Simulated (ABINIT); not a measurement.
The system is TaN.

```
Ta N
1.0
     2.73231    0.00000    0.00000
     0.00000    2.73231    0.00000
     0.00000    0.00000    2.73231
Ta N
1 1
Cartesian
  0.0000 0.0000 0.0000
  1.3662 1.3662 1.3662
```

The cell comes from a database or a generator and needn't be the stable form of this composition.

```yaml
Program: ABINIT 10.8.3 (patched build)
Task: single point
Functional: PBE
Potentials_or_basis: JTH PAW PBE v2.0
Cutoff: 707 eV
k_mesh: 10 × 10 × 10
Occupations: fermi-dirac, width 0.05 eV
Spin: no spin polarisation
```

On this cell: pressure 5.6 GPa; largest force zero by symmetry; band gap on the k mesh none (metal or under the smearing width).

The same run follows on a disturbed copy (atoms moved at random, drawn with an rms of 0.05 Å):

```
CELL_PARAMETERS angstrom
2.73231 0.00000 0.00000
0.00000 2.73231 0.00000
0.00000 0.00000 2.73231
ATOMIC_POSITIONS crystal
Ta 0.01205 0.00257 0.99657
N 0.48483 0.50212 0.50034
```

Task: What does the disturbed cell give?

Result: The energy (extrapolated to zero smearing) moves by +6.3 meV/atom; pressure 6.4 GPa; largest force 0.332 eV/Å; band gap on the k mesh none (metal or under the smearing width).

Forces on the atoms (eV/Å):
```
Ta  -0.329 -0.005  0.047
N    0.329  0.005 -0.047
```

Stress tensor (GPa, compression positive):
```
 6.79  0.04 -0.31
 0.04  6.14 -0.01
-0.31 -0.01  6.15
```
